## Half the bonds, a narrower band

Take one orbital at energy $\varepsilon_0$ and couple it to $z$ equal neighbours with strength $h$. An isolated atom, $z=0$, has all its weight in a sharp line at $\varepsilon_0$. Each neighbour lets the electron hop out and back, and each such round trip adds $h^2$ to the mean square spread of the local density of states. The spread is therefore

$$W \propto \sqrt{z}\,|h| .$$

The orbital holds the same number of states however far they are spread, so the density inside the band goes as $1/W$. An atom that loses half its neighbours should have a local density higher by $\sqrt{2}\approx 1.4$. This holds if its band keeps its shape and the chosen energy keeps its relative place in the band.

## Which atoms lose bonds

AlRu has the caesium chloride structure, in which every atom sits at the centre of a cube of eight atoms of the other kind. The slab is cut so that both end planes are ruthenium. A ruthenium atom in an end plane has four aluminium neighbours on its inner side and none on the other. The aluminium atoms all lie between two ruthenium planes and keep their full eight.

Ansatz 0.2.0, DFT with PBEsol, plane waves and PAW, scalar-relativistic, without spin polarization: nine-plane AlRu(100) slab, lower four planes held at bulk positions, the rest relaxed. Cutoff 420 eV, 17 × 17 × 1 k mesh, Gaussian smearing 0.1 eV. The energy window runs from 0.25 eV below the Fermi level up to it, with every state counted full.

| row | plane share | plane formula | plane height (Å) |
| --- | --- | --- | --- |
| 1 | 0.250 | Ru | -11.717 |
| 2 | 0.033 | Al | -10.221 |
| 3 | 0.141 | Ru | -8.725 |
| 4 | 0.038 | Al | -7.229 |
| 5 | 0.120 | Ru | -5.778 |
| 6 | 0.038 | Al | -4.331 |
| 7 | 0.137 | Ru | -2.831 |
| 8 | 0.038 | Al | -1.381 |
| 9 | 0.205 | Ru | 0.000 |

The plane share is the fraction of the states in the energy window that is found at one atomic plane. The plane height is measured from the topmost atoms, so that row 1 is the lower face and row 9 the upper one.

## Two levels of sorting

The shares sort first by element. The five ruthenium planes together hold 85% of the window, and no aluminium plane holds more than 4%. This is what the free atoms suggest: ruthenium brings a partly filled 4d shell, whose states crowd into a few electronvolts around the Fermi level, while the s and p states of aluminium are spread much more widely. The exact ratio also depends on how space is divided between the planes.

Within ruthenium the shares sort by the number of bonds. The two faces hold 0.250 and 0.205, while the three inner planes average 0.133. The aluminium planes next to the faces, which have lost no ruthenium neighbour, show no such rise. Lying close to the surface is thus not enough to raise a share, although a comparison between two elements can only support the bond count, not single it out.

## The estimate worked through

The scale is set by the fully coordinated planes alone, and the two faces are then predicted. With four neighbours in place of eight, the share of a face plane should be

$$0.133\times\sqrt{8/4}\approx 0.188 .$$

The calculation gives 0.205 for the upper face, so the estimate is 8% below the computed share. For the lower face it is 25% too low. A bare count of bonds thus gives the right sense and the right order of size, but it gives both faces the same share, which they don't have.

## Why the two faces differ

The upper half of the slab was relaxed, and the lower half was held at bulk positions. On relaxing, the top ruthenium plane has moved inward, and its bonds to aluminium have shortened from 2.591 to 2.526 Å. Shorter bonds couple more strongly and widen the band again, which lowers the density.

The coupling between d and p orbitals falls roughly as the bond length to the power $-3.5$. The lower face should therefore exceed the upper one by a factor

$$(2.591/2.526)^{3.5}\approx 1.09 .$$

The computed ratio is 1.22, so the bond length gives the right direction and somewhat less than half of the difference. The atoms of the lower face are still pulled inward by a force of about 0.8 eV/Å, and letting them follow it should bring their share down. Relaxation must in fact lie behind the whole difference, because the slab as cut from the bulk has a mirror plane through its middle layer, which makes the two faces equal. What the estimate misses is how else relaxation acts, for instance by shifting levels into or out of the window. Row 9 is the better guide to a real surface, though neither a reconstruction nor magnetism was tested.

## What narrowing leaves unexplained

Bond lengths improve the physics but worsen the agreement for the upper face. The predicted share drops to 0.175, now 15% below the computed one. The closeness of the simple count at that face thus came in part from ignoring the contraction. With bond lengths included, the estimate reaches roughly half of the excess at either face. This agreement in size doesn't prove that narrowing causes that half. The model also leaves out the ruthenium neighbours about 3 Å away, of which a face atom keeps five out of six. They widen the d band too, so including them would make the predicted narrowing smaller.

Another weak point is the assumption that the band only changes its width. Consider the limit of no neighbours again: the density grows without bound at $\varepsilon_0$ but vanishes everywhere else. Narrowing therefore raises the density near the middle of a band and lowers it in the wings, and the result depends on where the window lies. Here it lies on a slope, for the slab as a whole has about 10 states per eV in the window and only about 3 between 0.5 and 1 eV above the Fermi level. The highest levels of the calculation are only loosely converged, so the second figure may be less certain than the first.

Such a dip can arise where d and p orbitals mix strongly. Mixing pushes bonding states down and antibonding states up, and leaves few in between. At a face atom each d orbital keeps only the aluminium partners on the inner side, so its states are pushed apart less far and more of them may stay at intermediate energies. That such a change in the shape of the band supplies much of the missing excess is a plausible guess, which a resolution of the density by orbital and energy could test.

Part of the excess may also be a matter of bookkeeping. The shares add up to one, so the density that spills into the vacuum is probably credited to the face planes, while an inner ruthenium plane has to divide its outer density with the aluminium on both sides. The computed exchange-correlation potential is also rough where the density is thin, which makes this outer part of the face shares less certain than the rest.

## Why the excess ends so soon

The spread $W$ depends only on an atom's own neighbours. The next ruthenium plane, about 3 Å further in, already has all eight aluminium atoms around it, so the argument gives it no excess at all. The computed excess over the middle plane has indeed dropped there to about a fifth of its value at the face, on both sides of the slab.

The small remainder in rows 3 and 7 should not be turned into a decay length. The window contains few computed levels, and the middle plane of so thin a slab need not be bulk-like. The shares also add up all states in the window, so they do not separate states bound to a face from bulk states that are merely larger there. And the window is drawn on Kohn-Sham levels, which only approximate the energies an experiment would measure.

For this slab and this window, then, two questions sort the planes into faces, inner ruthenium and aluminium: does the element have d states at this energy, and how many of its bonds have been cut?

Output of the analysis:

```
fit of plane_share on 7 rows (nb > 6): coefficient of alrow 0.03675 +/- 0.0037, coefficient of narrow 0.1327 +/- 0.0042; rms 0.00618, worst 5 0.0127, leave-one-out rms 0.0092
  rows outside the fit (model, value, miss): 1 0.1876, 0.25, -0.0624; 9 0.1876, 0.205, -0.0174
fit of plane_share on 7 rows (nb > 6): coefficient of alrow 0.03675 +/- 0.003, coefficient of narrowlen 0.06755 +/- 0.0017; rms 0.00501, worst 5 0.0103, leave-one-out rms 0.00738
  rows outside the fit (model, value, miss): 1 0.1911, 0.25, -0.0589; 9 0.1749, 0.205, -0.0301
Planes and models:
  row  share  states_per_eV  bond_count_model  bond_length_model
    1   0.25          2.602            0.1876             0.1911
    2  0.033         0.3435           0.03675            0.03675
    3  0.141          1.468            0.1327             0.1351
    4  0.038         0.3955           0.03675            0.03675
    5   0.12          1.249            0.1327             0.1303
    6  0.038         0.3955           0.03675            0.03675
    7  0.137          1.426            0.1327             0.1329
    8  0.038         0.3955           0.03675            0.03675
    9  0.205          2.134            0.1876             0.1749
Share of all Ru planes together (%): 85.3
Share of the two face planes together (%): 45.5
Mean share of the inner Ru planes: 0.1327
Row 1 over mean inner Ru plane (ratio): 1.884
Row 9 over mean inner Ru plane (ratio): 1.545
Row 1 over row 9, table (ratio): 1.22
Row 1 over row 9, bond-length model (ratio): 1.092
Excess over row 5 left in row 7, as part of that in row 9 (%): 20
Excess over row 5 left in row 3, as part of that in row 1 (%): 16.15
Ru-Al bond at the lower face (angstrom): 2.591
Ru-Al bond at the upper face (angstrom): 2.526
Slab states per eV in this window: 10.41
Slab states per eV from 0.5 to 1 eV above the Fermi level: 2.851
```
